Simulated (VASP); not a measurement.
# NaH in VASP 6.6.1, single-point calculation

INCAR

```
IBRION = -1
NSW = 0
GGA = PE
LCHARG = .FALSE.
LWAVE = .FALSE.
SIGMA = 0.02
ISIF = 2
PREC = Accurate
ISMEAR = -1
LASPH = .FALSE.
NBANDS = 11
ENCUT = 520
NELM = 54
LREAL = .FALSE.
EDIFF = 1E-7
```

KPOINTS

```
KPOINTS created by Atomic Simulation Environment
0
Gamma
8 8 8
0 0 0
```

POSCAR

```
Na H
 1.0000000000000000
     0.0000000000000000    2.5969210544000001    2.5969210544000001
     2.7433874019000002    0.0000000000000000    2.5969210544000001
     2.7433874019000002    2.5969210544000001    0.0000000000000000
 Na  H
   1   1
Cartesian
  0.0000000000000000  0.0000000000000000  0.0000000000000000
  1.3716937009500001  1.2984605272000000  1.2984605272000000
```

The recommended PBE PAW datasets give the neutral cell 8 valence electrons.

Command

```
mpirun -np 1 vasp_std
```

OSZICAR

```
N       E                     dE             d eps       ncg     rms          rms(c)
DAV:   1     0.365123286871E+02    0.36512E+02   -0.44385E+03  1307   0.669E+02
DAV:   2    -0.415577824528E+01   -0.40668E+02   -0.39942E+02  1352   0.186E+02
DAV:   3    -0.551747533335E+01   -0.13617E+01   -0.13599E+01  1570   0.334E+01
DAV:   4    -0.552856369562E+01   -0.11088E-01   -0.11088E-01  1486   0.310E+00
DAV:   5    -0.552869200150E+01   -0.12831E-03   -0.12830E-03  1499   0.338E-01    0.349E+00
DAV:   6    -0.507689299855E+01    0.45180E+00   -0.50169E-01  1676   0.255E+00    0.155E+00
DAV:   7    -0.497316862030E+01    0.10372E+00   -0.45040E-01  1519   0.204E+00    0.422E-01
DAV:   8    -0.498577712689E+01   -0.12609E-01   -0.23991E-02  1346   0.989E-01    0.107E-01
DAV:   9    -0.498587046562E+01   -0.93339E-04   -0.27352E-03  1507   0.384E-01    0.243E-02
DAV:  10    -0.498587023814E+01    0.22748E-06   -0.12226E-04  1436   0.835E-02    0.779E-03
DAV:  11    -0.498590155704E+01   -0.31319E-04   -0.54691E-05  1418   0.278E-02    0.896E-03
DAV:  12    -0.498590051729E+01    0.10398E-05   -0.53858E-06  1514   0.843E-03    0.812E-04
DAV:  13    -0.498590058948E+01   -0.72184E-07   -0.26559E-07  1466   0.282E-03
   1 F= -.49859006E+01 E0= -.49859006E+01  d E =-.243059E-13
```

Standard output (part)

```
POSCAR found type information on POSCAR NaH
 POSCAR found :  2 types and       2 ions
 LDA part: xc-table for (Slater+PW92), standard interpolation
 POSCAR, INCAR and KPOINTS ok, starting setup
 WAVECAR not read
 entering main loop
```

From OUTCAR

```
k-points           NKPTS =     59   k-points in BZ     NKDIM =     59   number of bands    NBANDS=     11

   NELECT =       8.0000    total number of electrons

   dimension x,y,z NGX =    28 NGY =   28 NGZ =   28
   dimension x,y,z NGXF=    56 NGYF=   56 NGZF=   56

  energy-cutoff  :      520.00
  volume of cell :       37.00
      direct lattice vectors                 reciprocal lattice vectors
     0.000000000  2.596921054  2.596921054    -0.182256432  0.192535695  0.192535695
     2.743387402  0.000000000  2.596921054     0.182256432 -0.192535695  0.192535695
     2.743387402  2.596921054  0.000000000     0.182256432  0.192535695 -0.192535695

 k-points in reciprocal lattice and weights: KPOINTS created by Atomic Simulation Env
   0.00000000  0.00000000  0.00000000       0.002
   0.12500000 -0.00000000 -0.00000000       0.016
   0.25000000 -0.00000000 -0.00000000       0.016
   0.37500000 -0.00000000 -0.00000000       0.016
   0.50000000 -0.00000000 -0.00000000       0.008
   0.12500000  0.12500000  0.00000000       0.008
   0.25000000  0.12500000 -0.00000000       0.031
   0.37500000  0.12500000 -0.00000000       0.031
   ...

 E-fermi :  -1.4445

 k-point     1 :       0.0000    0.0000    0.0000
  band No.  band energies     occupation
      1     -24.1268      2.00000
      2     -24.1268      2.00000
      3     -24.1176      2.00000
      4      -4.7301      2.00000
      5       5.9028      0.00000
      6      10.9220      0.00000
      7      11.0354      0.00000
      8      11.0354      0.00000
      9      13.4625      0.00000
     10      13.4753      0.00000
     11      13.4753      0.00000

 k-point     2 :       0.1250   -0.0000   -0.0000
  band No.  band energies     occupation
      1     -24.1316      2.00000
      2     -24.1273      2.00000
      3     -24.1195      2.00000
      4      -4.5221      2.00000
      5       5.2791      0.00000
      6      10.1391      0.00000
      7      10.6358      0.00000
      8      10.8322      0.00000
      9      13.7758      0.00000
     10      14.0545      0.00000
     11      14.1469      0.00000

 k-point     3 :       0.2500   -0.0000   -0.0000
  band No.  band energies     occupation
      1     -24.1447      2.00000
      2     -24.1287      2.00000
      3     -24.1226      2.00000
      4      -3.9383      2.00000
      5       3.8125      0.00000
      6       9.0554      0.00000
      7      10.1779      0.00000
      8      10.5847      0.00000
      9      12.5854      0.00000
     10      13.7366      0.00000
     11      14.4687      0.00000

 k-point     4 :       0.3750   -0.0000   -0.0000
  band No.  band energies     occupation
      1     -24.1581      2.00000
      2     -24.1300      2.00000
      3     -24.1252      2.00000
      4      -3.1515      2.00000
      5       2.2745      0.00000
      6       8.4248      0.00000
      7       9.9242      0.00000
      8      10.5509      0.00000
      9      11.7135      0.00000
     10      12.5856      0.00000
     11      13.6204      0.00000

 k-point     5 :       0.5000   -0.0000   -0.0000
  band No.  band energies     occupation
      1     -24.1637      2.00000
      2     -24.1305      2.00000
      3     -24.1262      2.00000
      4      -2.6975      2.00000
      5       1.5399      0.00000
      6       8.2265      0.00000
      7       9.8561      0.00000
      8      10.6163      0.00000
      9      11.4088      0.00000
     10      12.1113      0.00000
     11      13.2629      0.00000

 ...

  Total       -0.2302432     -0.1291440     -0.1291440      0.0000000      0.0000000      0.0000000
  in kB       -9.9692555     -5.5917814     -5.5917814      0.0000000      0.0000000      0.0000000
  external PRESSURE =      -7.0509395 kB  Pullay stress =       0.0000000 kB

 POSITION                                       TOTAL-FORCE (eV/Angst)
 -----------------------------------------------------------------------------------
      0.00000      0.00000      0.00000         0.000000      0.000000      0.000000
      1.37169      1.29846      1.29846        -0.000000     -0.000000     -0.000000
 -----------------------------------------------------------------------------------
    total drift:                                0.000003      0.000001      0.000001

  FREE ENERGIE OF THE ION-ELECTRON SYSTEM (eV)
  ---------------------------------------------------
  free  energy   TOTEN  =        -4.9859005895 eV

  energy  without entropy=       -4.9859005895  energy(sigma->0) =       -4.98590059
```

It converged. Results: gap between bands v and c on the k mesh 3.51 eV; least direct gap on the k mesh 4.24 eV; pressure -0.7 GPa. Band v is the last that the valence electrons fill when counted band by band, and c is the next.

For comparison, a separate PBE run of the intended cell, on usual settings and not on those above, gives a gap of 3.51 eV on its mesh and a pressure of -0.7 GPa.

The run above took about 8.3 s on one core of a shared host (Intel Xeon 6975P-C) and held 0.16 GiB at most.
